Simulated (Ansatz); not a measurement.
# Al2O3 (P-3m1): relaxation driven by ASE, by script

Wanted for Al2O3 (P-3m1): a relaxation driven by ASE.

Program: Ansatz 0.2.0, driven from Python. Level of theory: DFT PBEsol, plane waves, PAW. These are calculated values, not measurements.

## 1. The structure

The structure is trigonal, space group P-3m1 (No. 164). Conventional cell: a = 3.017 Å, b = 3.017 Å, c = 7.575 Å, α = 90.00°, β = 90.00°, γ = 120.00°. Al (site symmetry 3m) is surrounded by 4 O at 1.68 to 1.84 Å. Around O (site symmetry 3m) lie 3 Al at 1.84 Å. O (site symmetry -3m) has 2 Al at 1.68 Å as nearest neighbours.

No structure file is read: the coordinates are typed or built in the script.

## 2. The code

Contents of al2o3_ase_relax.py:

```python
# -*- coding: utf-8 -*-
"""ASE drives the relaxation of Al2O3."""

import warnings

import ansatz as az
from ase import Atoms
from ase.calculators.calculator import Calculator, all_changes
from ase.optimize import FIRE
import numpy as np

ECUT = 450
FUNCTIONAL = "PBEsol"
MESH = (6, 6, 2)


class AnsatzEngine(Calculator):
    implemented_properties = ["energy", "free_energy", "forces"]

    def calculate(self, atoms=None, properties=("energy",), system_changes=all_changes):
        super().calculate(atoms, properties, system_changes)
        bare = self.atoms.copy()
        bare.set_constraint()
        bare.set_momenta(None)
        job = (
            az.Crystal.from_ase(bare).calculation()
            .occupations(az.OccupationsMethod.FIXED)
            .basis(ECUT)
            .functional(FUNCTIONAL)
            .kpoints(*MESH)
            .forces()
        )
        report = job.run(threads=1, pin="off").report
        self.results["free_energy"] = report["lagrangian_ev"]
        self.results["energy"] = report.get("lagrangian_sigma0_ev", report["lagrangian_ev"])
        self.results["forces"] = np.array(report["forces_ev_ang"])


def main():
    warnings.simplefilter("ignore")
    atoms = Atoms(
        ["Al", "Al", "O", "O", "O"],
        cell=[(3.01748254, 0.0, 0.0), (-1.50874127, 2.61321654, 0.0), (0.0, 0.0, 7.574636)],
        scaled_positions=[
            (0.0, 0.0, 0.277951),
            (0.0, 0.0, 0.722049),
            (1 / 3, 2 / 3, 0.199454),
            (2 / 3, 1 / 3, 0.800546),
            (0.0, 0.0, 0.5),
        ],
        pbc=True,
    )
    atoms.rattle(0.07, seed=4)
    atoms.calc = AnsatzEngine()
    before = atoms.get_potential_energy(), atoms.get_volume()
    optimiser = FIRE(atoms, logfile=None)


    def tell():
        fmax = np.linalg.norm(atoms.get_forces(), axis=1).max()
        print(f"step {optimiser.nsteps:2d}  E = {atoms.get_potential_energy():.5f} eV  fmax = {fmax:.4f}  V = {atoms.get_volume():.3f} A^3")


    optimiser.attach(tell)
    met = optimiser.run(fmax=0.02, steps=20)
    print("threshold met:", bool(met), " energy gained:", round(before[0] - atoms.get_potential_energy(), 5), "eV")
    print("cell lengths and angles:", np.round(atoms.cell.cellpar(), 3))
    print(np.round(atoms.get_scaled_positions(), 4))


if __name__ == "__main__":
    main()
```

## 3. What the engine is handed

The engine receives this input (first run):

```yaml
crystal:
  lattice:
    - [3.01748254, 0.0, 0.0]
    - [-1.50874127, 2.61321654, 0.0]
    - [0.0, 0.0, 7.574636]
  atoms:
    - { symbol: Al, position: [0.007869013896631501, 0.013392152081912063, 0.26874743890776] }
    - { symbol: Al, position: [0.010487696458614758, -0.011205005767292331, 0.707405338382749] }
    - { symbol: O, position: [0.32632472737920526, 0.6827006468349218, 0.20252444487453886] }
    - { symbol: O, position: [0.6483334614816667, 0.3499055834966825, 0.7997328804014054] }
    - { symbol: O, position: [0.01431090923011027, 0.00890003557686937, 0.4893094350323448] }
basis:
  ecutwfc: 450.0
kpoints:
  mp_grid:
    grid: [6, 6, 2]
hamiltonian:
  xc: pbesol
scf:
  occupations:
    method: fixed
output:
  forces: true
```

## 4. Running it

Command:

```sh
$ python al2o3_ase_relax.py
```

Output:

```text
step  0  E = -2737.65291 eV  fmax = 1.6312  V = 59.729 A^3
step  1  E = -2737.71198 eV  fmax = 1.2931  V = 59.729 A^3
step  2  E = -2737.78913 eV  fmax = 0.9707  V = 59.729 A^3
step  3  E = -2737.84364 eV  fmax = 0.4615  V = 59.729 A^3
step  4  E = -2737.83889 eV  fmax = 0.6178  V = 59.729 A^3
step  5  E = -2737.84171 eV  fmax = 0.5656  V = 59.729 A^3
step  6  E = -2737.84642 eV  fmax = 0.4674  V = 59.729 A^3
step  7  E = -2737.85154 eV  fmax = 0.3348  V = 59.729 A^3
step  8  E = -2737.85562 eV  fmax = 0.2228  V = 59.729 A^3
step  9  E = -2737.85779 eV  fmax = 0.2033  V = 59.729 A^3
step 10  E = -2737.85803 eV  fmax = 0.2103  V = 59.729 A^3
step 11  E = -2737.85808 eV  fmax = 0.2032  V = 59.729 A^3
step 12  E = -2737.85818 eV  fmax = 0.1891  V = 59.729 A^3
step 13  E = -2737.85831 eV  fmax = 0.1686  V = 59.729 A^3
step 14  E = -2737.85846 eV  fmax = 0.1427  V = 59.729 A^3
step 15  E = -2737.85861 eV  fmax = 0.1124  V = 59.729 A^3
step 16  E = -2737.85874 eV  fmax = 0.0790  V = 59.729 A^3
step 17  E = -2737.85885 eV  fmax = 0.0619  V = 59.729 A^3
step 18  E = -2737.85893 eV  fmax = 0.0465  V = 59.729 A^3
step 19  E = -2737.85897 eV  fmax = 0.0396  V = 59.729 A^3
step 20  E = -2737.85896 eV  fmax = 0.0627  V = 59.729 A^3
threshold met: False  energy gained: 0.20605 eV
cell lengths and angles: [  3.017   3.017   7.575  90.     90.    120.   ]
[[7.000e-04 1.450e-02 2.728e-01]
 [9.967e-01 2.400e-03 7.144e-01]
 [3.343e-01 6.809e-01 1.959e-01]
 [6.638e-01 3.361e-01 7.910e-01]
 [1.180e-02 9.700e-03 4.936e-01]]
```

Run time: 1.9 min. Hardware: 1 thread of Arm Neoverse N1, shared host; peak memory 0.45 GiB.

## 5. What changed from run to run

The engine's inputs for some of the other runs:

Run 15, against run 1:

```diff
@@ -7,5 +7,5 @@
-    - { symbol: Al, position: [0.007869013896631501, 0.013392152081912063, 0.26874743890776] }
-    - { symbol: Al, position: [0.010487696458614758, -0.011205005767292331, 0.707405338382749] }
-    - { symbol: O, position: [0.32632472737920526, 0.6827006468349218, 0.20252444487453886] }
-    - { symbol: O, position: [0.6483334614816667, 0.3499055834966825, 0.7997328804014054] }
-    - { symbol: O, position: [0.01431090923011027, 0.00890003557686937, 0.4893094350323448] }
+    - { symbol: Al, position: [0.0009085102396593955, 0.0147034245764972, 0.27331750816380984] }
+    - { symbol: Al, position: [-0.003039837648994815, 0.001977114321461828, 0.7141144880487433] }
+    - { symbol: O, position: [0.3340335957713881, 0.6808610092827261, 0.19552365597923543] }
+    - { symbol: O, position: [0.6634018537495053, 0.33640368512740654, 0.7911145824484829] }
+    - { symbol: O, position: [0.012021487039195151, 0.009748008705815913, 0.49364823934899943] }
```

Run 17, against run 1:

```diff
@@ -7,5 +7,5 @@
-    - { symbol: Al, position: [0.007869013896631501, 0.013392152081912063, 0.26874743890776] }
-    - { symbol: Al, position: [0.010487696458614758, -0.011205005767292331, 0.707405338382749] }
-    - { symbol: O, position: [0.32632472737920526, 0.6827006468349218, 0.20252444487453886] }
-    - { symbol: O, position: [0.6483334614816667, 0.3499055834966825, 0.7997328804014054] }
-    - { symbol: O, position: [0.01431090923011027, 0.00890003557686937, 0.4893094350323448] }
+    - { symbol: Al, position: [0.0008588133591532045, 0.014668634620191684, 0.2731599661154873] }
+    - { symbol: Al, position: [-0.0030987675416132236, 0.0020635312258634976, 0.71419931883041] }
+    - { symbol: O, position: [0.3340968468374291, 0.6808788003928695, 0.19562168146717876] }
+    - { symbol: O, position: [0.6634927589135418, 0.3363363591702208, 0.7910705359092649] }
+    - { symbol: O, position: [0.011975952849987336, 0.009745917782283607, 0.4936669654529843] }
```

Run 19, against run 1:

```diff
@@ -7,5 +7,5 @@
-    - { symbol: Al, position: [0.007869013896631501, 0.013392152081912063, 0.26874743890776] }
-    - { symbol: Al, position: [0.010487696458614758, -0.011205005767292331, 0.707405338382749] }
-    - { symbol: O, position: [0.32632472737920526, 0.6827006468349218, 0.20252444487453886] }
-    - { symbol: O, position: [0.6483334614816667, 0.3499055834966825, 0.7997328804014054] }
-    - { symbol: O, position: [0.01431090923011027, 0.00890003557686937, 0.4893094350323448] }
+    - { symbol: Al, position: [0.0007919079124354331, 0.014616966970357624, 0.27297442162254415] }
+    - { symbol: Al, position: [-0.0031779446993557927, 0.002187634461241185, 0.7142992303935408] }
+    - { symbol: O, position: [0.33418682720871623, 0.680902211623372, 0.19575546493729287] }
+    - { symbol: O, position: [0.6636232464806022, 0.33624375279129115, 0.7910162230871564] }
+    - { symbol: O, position: [0.011901559900170102, 0.00974267916537918, 0.4936731166678102] }
```

## 6. Run by run

One row for each of the 21 runs:

```
run  energy from run 20 (meV/atom)  gap on the mesh (eV)  SCF cycles  CPU time (s)
  1                          41.21                  2.43           7           6.1
  2                          29.40                  2.36           7           5.6
  3                          13.97                  2.24           7           5.3
  4                           3.07                  2.15           7           5.3
  5                           4.02                  2.15           7           5.3
  6                           3.45                  2.17           7           5.3
  7                           2.51                  2.20           7           5.3
  8                           1.49                  2.23           7           5.3
  9                           0.67                  2.27           7           5.3
 10                           0.24                  2.31           7           5.3
 11                           0.19                  2.33           7           5.3
 12                           0.18                  2.33           7           5.3
 13                           0.16                  2.32           7           5.3
 14                           0.13                  2.32           7           5.2
 15                           0.10                  2.31           7           5.3
 16                           0.07                  2.30           7           5.3
 17                           0.04                  2.29           7           5.3
 18                           0.02                  2.28           7           5.3
 19                           0.01                  2.27           7           5.2
 20                           0.00                  2.26           7           5.2
 21                           0.00                  2.25           7           5.3
```

## 7. What came out

| quantity | value |
| --- | --- |
| runs compared | 21 |
| energy, last run less first | -41.21 meV/atom |

ASE moves the atoms and calls the engine once a geometry, 21 times in all; the potential energy changes by -41.21 meV/atom from the first to the last. The optimiser stopped at its step limit, short of its force threshold. The structure comes from a database of computed cells and needn't be a stable or known phase.
